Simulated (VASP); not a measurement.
Set up this calculation in VASP 6.6.1, as the native input.

```yaml
Task: relaxation of cell and atoms
Functional: r2SCAN
Dispersion: rVV10
Potentials_or_basis: VASP PAW PBE potentials, release 64 (Te)
Cutoff: 600 eV
k_mesh: 9 × 9 × 6
Occupations: gaussian, width 0.03 eV
Spin: no spin polarisation
Further_INCAR_settings: ALGO = Normal; EDIFF = 1e-06; IBRION = 2; EDIFFG = -0.01; NSW = 90; ISIF = 3
```

The structure of Te lies in POSCAR:

```
Te
1.0
    4.4540000000      0.0000000000      0.0000000000
   -2.2270000000      3.8572771485      0.0000000000
    0.0000000000      0.0000000000      5.9240000000
Te
3
Direct
    0.2690000000      0.0000000000      0.3333333333
    0.0000000000      0.2690000000      0.6666666667
    0.7310000000      0.7310000000      0.0000000000
```

These files were run (other wordings do the same):

INCAR

```
SYSTEM = Te
PREC = Accurate ; ENCUT = 600
EDIFF = 1E-6 ; ISMEAR = 0
SIGMA = 0.03 ; LREAL = .False.
LASPH = .True. ; NELM = 80
ALGO = Normal ; ISIF = 3
LWAVE = .False. ; LCHARG = .False.
METAGGA = R2SCAN ; LMIXTAU = .True.
LUSE_VDW = .True. ; IVDW_NL = 2
BPARAM = 11.95 ; CPARAM = 0.0093
IBRION = 2 ; NSW = 90
EDIFFG = -0.01
```

KPOINTS

```
regular mesh
0
Gamma
  9 9 6
  0 0 0
```

Potentials or basis: VASP PAW PBE potentials, release 64 (Te).

Run with:

```sh
$ cat potpaw_PBE.64/Te/POTCAR > POTCAR
$ mpirun -np 1 vasp_std > vasp.out
```

It gave:

* Relaxed volume: 34.37 Å³/atom
* Relaxed cell: a = 4.471 Å, b = 4.471 Å, c = 5.956 Å, α = 90.00°, β = 90.00°, γ = 120.00°
* Space group after relaxing (to 0.05 Å): P3_121 (No. 152)
* Energy gained by relaxing: 0.6 meV/atom
* Ionic steps: 12
* Pressure after relaxing: 0.0 GPa
* Largest force after relaxing: 0.003 eV/Å
* Band gap on the k mesh: 0.31 eV, direct

Caveat: the PAW data sets were made with another functional, which shifts forces and pressure a little; spin-orbit coupling is left out, which moves the levels of the heavy elements; an odd mesh through Γ misses points on the zone boundary, where band edges often lie.

Run time: 43 min on 1 thread of Intel(R) Xeon(R) Platinum 8259CL CPU @ 2.50GHz (Skylake/Cascade Lake), with other jobs on the host, peak memory 0.55 GiB.
